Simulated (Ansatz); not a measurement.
# Te2Mo (P6_3/mmc) in Ansatz: a series of runs, part 2 of 2

Ansatz 0.2.0. The steps go on from the part before.

## (3) Relaxation of cell and atoms, r2SCAN, target pressure 2 GPa, at which the enthalpy is minimised

input.yaml

```yaml
crystal:
  lattice:
    - [3.5182, 0.0, 0.0]
    - [-1.7591, 3.0468505756, 0.0]
    - [0.0, 0.0, 13.9736]
  atoms:
    - { symbol: Te, position: [0.6666666667, 0.3333333333, 0.379] }
    - { symbol: Te, position: [0.3333333333, 0.6666666667, 0.879] }
    - { symbol: Te, position: [0.6666666667, 0.3333333333, 0.121] }
    - { symbol: Te, position: [0.3333333333, 0.6666666667, 0.621] }
    - { symbol: Mo, position: [0.6666666667, 0.3333333333, 0.75] }
    - { symbol: Mo, position: [0.3333333333, 0.6666666667, 0.25] }
hamiltonian:
  xc: r2scan
  pseudopotentials: { kind: paw }
kpoints:
  mp_grid: { grid: [9, 9, 2] }
scf:
  occupations: { method: fermi_dirac, width: 0.05 }
output:
  forces: true
  stress: true
  eigenvalues: true
  write_density: true
  write_potential: true
  elf: true
  volumetric_format: npy
relax:
  f_tol: 0.01
  max_steps: 40
  cell: { stress_tol: 0.05, p_target: 2.0 }
```

Potentials or basis: Ansatz PAW.

Run with:

```sh
$ ansatz run input.yaml --threads 2 --pin off --max-ram 5632MiB --backend cpu --events-out ev --progress --plain --runs-dir out
```

Standard output:

```text
Warning: RAYON_NUM_THREADS=2 ignored (pool sized by the plan → 2); use --threads N
Engine: ansatz 0.2.0, aarch64-unknown-linux-gnu
Pseudopotentials: kind: paw
Pseudopotential: Te, paw, valence charge 16, recommended cutoff 500 eV (meta_gga), Te.paw.azcp
Pseudopotential: Mo, paw, valence charge 14, recommended cutoff 500 eV (meta_gga), Mo.paw.azcp
Functional definition: r2SCAN
  parameter k0 = 0.174
  parameter k1 = 0.065
  parameter a1 = 4.9479
  exchange = r2scan_x(k0 = k0, k1 = k1, a1 = a1)
[... 114 lines left out ...]
  k-point 23: bands = ["-50.5854", "-50.5854", "-25.4248", "-25.4248", "-25.3940", "-25.3940", "-25.3800", "-25.3800", "-25.3792", "-25.3792", "-25.3607", "-25.3607", "-25.3438", "-25.3438", "-25.3299", "-25.3299", "-25.3299", "-25.3299", "-25.3046", "-25.3046", "-25.2858", "-25.2858", "-24.0033", "-24.0033", "-23.9457", "-23.9457", "-23.9180", "-23.9180", "1.2528", "1.2528", "1.4974", "1.4974", "7.2167", "7.2167", "7.3356", "7.3356", "8.0174", "8.0174", "8.4186", "8.4186", "9.2751", "9.2751", "10.0870", "10.0870", "12.0029", "12.0029", "13.2302", "13.2302", "13.9882", "13.9882", "14.7129", "14.7129", "16.1045", "16.1045", "17.4268", "17.4268"]
--- Relaxed structure (3 steps of the walk, 2 accepted, 1 SCFs on fresh bases) ---
  F+E_penalty+E_count = -37916.24863048 eV   max|allowed force component| = 1.309e-3 eV/Å   (the final SCF, on the basis selected at the relaxed cell)
  cell:  # Å, volume = 151.3342 Å³
    - [3.530806560421351, 0.0, 0.0]
    - [-1.7654032802106756, 3.0577681771736454, 0.0]
    - [0.0, 0.0, 14.01710999290339]
  atoms:
    - { symbol: Te, position: [0.6666666666666665, 0.33333333333333326, 0.3779741276672415] }
    - { symbol: Te, position: [0.33333333333333326, 0.6666666666666665, 0.8779741276672416] }
    - { symbol: Te, position: [0.6666666666666665, 0.33333333333333326, 0.12202587233275845] }
    - { symbol: Te, position: [0.33333333333333326, 0.6666666666666665, 0.6220258723327585] }
    - { symbol: Mo, position: [0.6666666666666665, 0.33333333333333326, 0.75] }
    - { symbol: Mo, position: [0.33333333333333326, 0.6666666666666665, 0.24999999999999997] }
```

Wall time 54 s (2 threads of Arm Neoverse V1, shared host); peak memory 0.86 GiB.

Results:

```yaml
Free_energy: -37916.2486 eV
Relaxed_volume: 25.22 Å³/atom
Relaxed_cell: a = 3.531 Å, b = 3.531 Å, c = 14.017 Å, α = 90.00°, β = 90.00°, γ = 120.00°
Space_group_after_relaxing_to_0.05_Å: P6_3/mmc (No. 194)
Energy_change_on_relaxing_the_enthalpy_is_what_falls: -3.8 meV/atom
Ionic_steps: 3
Pressure_after_relaxing: 2.0 GPa
Band_gap_on_the_k_mesh: 0.90 eV, indirect (least direct gap 1.10 eV)
```

Step by step:
```
step  energy change (eV)  largest force (eV/Å)  volume (Å³)
   1              0.0000                0.0779       149.79
   2             -0.0224                0.0013       151.33
   3             -0.0227                0.0013       151.33
```

Final structure:
```
Te Mo
1.0
     3.53081    0.00000    0.00000
    -1.76540    3.05777    0.00000
     0.00000    0.00000   14.01711
Te Mo
4 2
Direct
  0.66667 0.33333 0.37797
  0.33333 0.66667 0.87797
  0.66667 0.33333 0.12203
  0.33333 0.66667 0.62203
  0.66667 0.33333 0.75000
  0.33333 0.66667 0.25000
```

Levels at points of the mesh, in eV from the valence-band top:
```
            k point  band 44  band 45  band 46  band 47  band 48  band 49
 (0.00, 0.00, 0.00)    -1.03    -0.44     0.00     2.97     2.97     3.10
(0.00, 0.00, -0.50)    -1.17    -0.11    -0.11     3.01     3.01     3.01
```

Caveat: odd divisions of the mesh miss points on the zone boundary, where band edges often lie, so the gap on the mesh can be too wide; the plane-wave basis is chosen anew once the cell has moved, so the energies of steps on either side of that aren't comparable; spin-orbit coupling is left out, which moves the levels of the heavy elements; the PAW data sets come from PBE, with cores solved anew for the run's functional, which leaves a small shift of forces and pressure. r2SCAN opens gaps a little over a GGA but as a rule still falls short of measured ones.

## (4) Relaxation of cell and atoms, r2SCAN, target pressure 5 GPa, at which the enthalpy is minimised

input.yaml, as its differences from that of step 3:

```diff
@@ -30,2 +30,2 @@
   max_steps: 40
-  cell: { stress_tol: 0.05, p_target: 2.0 }
+  cell: { stress_tol: 0.05, p_target: 5.0 }
```

Run with:

```sh
$ ansatz run input.yaml --threads 2 --pin off --max-ram 5632MiB --backend cpu --events-out ev --progress --plain --runs-dir out
```

It took 88 s on 2 threads of Arm Neoverse V1, shared host; peak memory 0.86 GiB.

The run converged. Its results:

- Free energy: -37916.0737 eV
- Relaxed volume: 23.84 Å³/atom
- Relaxed cell: a = 3.488 Å, b = 3.488 Å, c = 13.575 Å, α = 90.00°, β = 90.00°, γ = 120.00°
- Space group after relaxing (to 0.05 Å): P6_3/mmc (No. 194)
- Energy change on relaxing (the enthalpy is what falls): +25.4 meV/atom
- Ionic steps: 6
- Pressure after relaxing: 5.0 GPa
- Band gap on the k mesh: 0.74 eV, indirect (least direct gap 1.16 eV)

Step by step:
```
step  energy change (eV)  largest force (eV/Å)  volume (Å³)
   1              0.0000                0.0779       149.79
   2              0.1163                0.0443       144.27
   3              0.1603                0.0480       142.73
   4              0.1516                0.0434       143.00
   5              0.1509                0.0007       143.02
   6              0.1522                0.0006       143.02
```

Final structure:
```yaml
crystal:
  lattice:
    - [3.48779, 0.00000, 0.00000]
    - [-1.74390, 3.02052, 0.00000]
    - [0.00000, 0.00000, 13.57544]
  atoms:
    - { symbol: Te, position: [0.66667, 0.33333, 0.38252] }
    - { symbol: Te, position: [0.33333, 0.66667, 0.88252] }
    - { symbol: Te, position: [0.66667, 0.33333, 0.11748] }
    - { symbol: Te, position: [0.33333, 0.66667, 0.61748] }
    - { symbol: Mo, position: [0.66667, 0.33333, 0.75000] }
    - { symbol: Mo, position: [0.33333, 0.66667, 0.25000] }
```

Levels at points of the mesh, in eV from the valence-band top:
```csv
k point,band 44,band 45,band 46,band 47,band 48,band 49
"(0.00, 0.00, 0.00)",-1.19,-0.23,0.00,2.96,2.96,3.16
"(0.00, 0.00, -0.50)",-1.22,-0.06,-0.06,3.01,3.01,3.01
```

Caveat: odd divisions of the mesh miss points on the zone boundary, where band edges often lie, so the gap on the mesh can be too wide; the plane-wave basis is chosen anew once the cell has moved, so the energies of steps on either side of that aren't comparable; spin-orbit coupling is left out, which moves the levels of the heavy elements; the PAW data sets come from PBE, with cores solved anew for the run's functional, which leaves a small shift of forces and pressure. r2SCAN opens gaps a little over a GGA but as a rule still falls short of measured ones.

## (5) Relaxation of cell and atoms, r2SCAN, target pressure 10 GPa, at which the enthalpy is minimised

input.yaml, as its differences from that of step 4:

```diff
@@ -30,2 +30,2 @@
   max_steps: 40
-  cell: { stress_tol: 0.05, p_target: 5.0 }
+  cell: { stress_tol: 0.05, p_target: 10.0 }
```

Run with:

```sh
$ ansatz run input.yaml --threads 2 --pin off --max-ram 5632MiB --backend cpu --events-out ev --progress --plain --runs-dir out
```

It took 100 s on 2 threads of Arm Neoverse V1, shared host; peak memory 0.86 GiB.

The run converged. Its results:

```yaml
Free_energy: -37915.6727 eV
Relaxed_volume: 22.37 Å³/atom
Relaxed_cell: a = 3.427 Å, b = 3.427 Å, c = 13.195 Å, α = 90.00°, β = 90.00°, γ = 120.00°
Space_group_after_relaxing_to_0.05_Å: P6_3/mmc (No. 194)
Energy_change_on_relaxing_the_enthalpy_is_what_falls: +92.2 meV/atom
Ionic_steps: 8
Pressure_after_relaxing: 10.0 GPa
Band_gap_on_the_k_mesh: 0.55 eV, indirect (least direct gap 0.90 eV)
```

The path:
| step | energy change (eV) | largest force (eV/Å) | volume (Å³) |
| --- | --- | --- | --- |
| 1 | 0.0000 | 0.0779 | 149.79 |
| 2 | 1.0241 | 0.7733 | 129.18 |
| 3 | 0.5868 | 0.2514 | 133.83 |
| 4 | 0.4640 | 0.0409 | 135.71 |
| 5 | 0.5547 | 0.0476 | 134.17 |
| 6 | 0.5469 | 0.0104 | 134.29 |
| 7 | 0.5504 | 0.0002 | 134.23 |
| 8 | 0.5533 | 0.0001 | 134.23 |

Final structure:
```cif
data_structure
_symmetry_space_group_name_H-M 'P 1'
_symmetry_Int_Tables_number 1
_cell_length_a 3.4274
_cell_length_b 3.4274
_cell_length_c 13.1946
_cell_angle_alpha 90.000
_cell_angle_beta 90.000
_cell_angle_gamma 120.000
_cell_volume 134.23
loop_
_atom_site_label
_atom_site_type_symbol
_atom_site_fract_x
_atom_site_fract_y
_atom_site_fract_z
_atom_site_occupancy
Te1 Te 0.66667 0.33333 0.38688 1
Te2 Te 0.33333 0.66667 0.88688 1
Te3 Te 0.66667 0.33333 0.11312 1
Te4 Te 0.33333 0.66667 0.61312 1
Mo1 Mo 0.66667 0.33333 0.75000 1
Mo2 Mo 0.33333 0.66667 0.25000 1
```

Levels at points of the mesh, in eV from the valence-band top:
| k point | band 42 | band 43 | band 44 | band 45 | band 46 | band 47 | band 48 | band 49 | band 50 | band 51 |
| --- | --- | --- | --- | --- | --- | --- | --- | --- | --- | --- |
| (0.00, 0.00, 0.00) | -1.32 | -1.24 | -1.24 | -0.04 | -0.02 | 2.98 | 2.98 | 3.17 | 3.17 | 3.26 |
| (0.00, 0.00, -0.50) | -1.28 | -1.28 | -1.28 | -0.02 | -0.02 | 3.02 | 3.02 | 3.02 | 3.02 | 3.54 |

Caveat: odd divisions of the mesh miss points on the zone boundary, where band edges often lie, so the gap on the mesh can be too wide; the plane-wave basis is chosen anew once the cell has moved, so the energies of steps on either side of that aren't comparable; spin-orbit coupling is left out, which moves the levels of the heavy elements; the PAW data sets come from PBE, with cores solved anew for the run's functional, which leaves a small shift of forces and pressure.

## (6) Summary

```tsv
cell	target pressure (GPa)	gap on the mesh (eV)	pressure (GPa)
relaxed	0	1.06	0.0
relaxed to 2 GPa	2	0.90	2.0
relaxed to 5 GPa	5	0.74	5.0
relaxed to 10 GPa	10	0.55	10.0
```

Alike in all rows: task relaxation of cell and atoms; level r2SCAN; potentials or basis Ansatz PAW; no spin polarisation; k mesh 9 × 9 × 2; cutoff (eV) 500; smearing fermi-dirac 0.05 eV.

Caveats: odd divisions of the mesh miss points on the zone boundary, where band edges often lie, so the gap on the mesh can be too wide; the plane-wave basis is chosen anew once the cell has moved, so the energies of steps on either side of that aren't comparable; spin-orbit coupling is left out, which moves the levels of the heavy elements; the PAW data sets come from PBE, with cores solved anew for the run's functional, which leaves a small shift of forces and pressure.

Absolute energies hang on the potentials; compare differences alone.
